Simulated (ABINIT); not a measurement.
# ZnO (zincite) in ABINIT: the effect of potentials

Crystal: ZnO (zincite).

```
Zn O
1.0
     3.24931    0.00000    0.00000
    -1.62465    2.81398    0.00000
     0.00000    0.00000    5.20571
Zn O
2 2
Direct
  0.66667 0.33333 0.00000
  0.33333 0.66667 0.50000
  0.33333 0.66667 0.87901
  0.66667 0.33333 0.37901
```

Alike in all runs:

```yaml
Program: ABINIT 10.8.3 (patched build)
Task: single point
Functional: r2SCAN
k_mesh: 7 × 7 × 4
Occupations: fermi-dirac, width 0.05 eV
Spin: no spin polarisation
```

**Question.** One run gave: gap on the mesh 1.27 eV; pressure -0.6 GPa. Which potentials did it use?
A. SG15 NC PBE v1.2
B. Ansatz PAW PBE default generated set, frozen core
C. JTH PAW PBE v2.0
D. PseudoDojo NC SR PBE v0.4.1 standard

**Answer.** A.

```csv
potentials,cutoff,gap on the mesh (eV),pressure (GPa)
"Ansatz PAW PBE default generated set, frozen core",517 eV,1.24,-1.2
JTH PAW PBE v2.0,762 eV,1.21,-1.2
SG15 NC PBE v1.2,1361 eV,1.27,-0.6
PseudoDojo NC SR PBE v0.4.1 standard,1361 eV,1.06,-0.8
```

Caveats: the PAW data sets were made with another functional, which shifts forces and pressure a little (some runs); the potentials were made for another functional, which shifts forces and pressure (some runs); the atomic spheres overlap (some runs); a meta-GGA on potentials with a model core is unreliable (some runs).

The runs don't all hold the same shells in valence.

Runs at the PBE level aren't shown here.
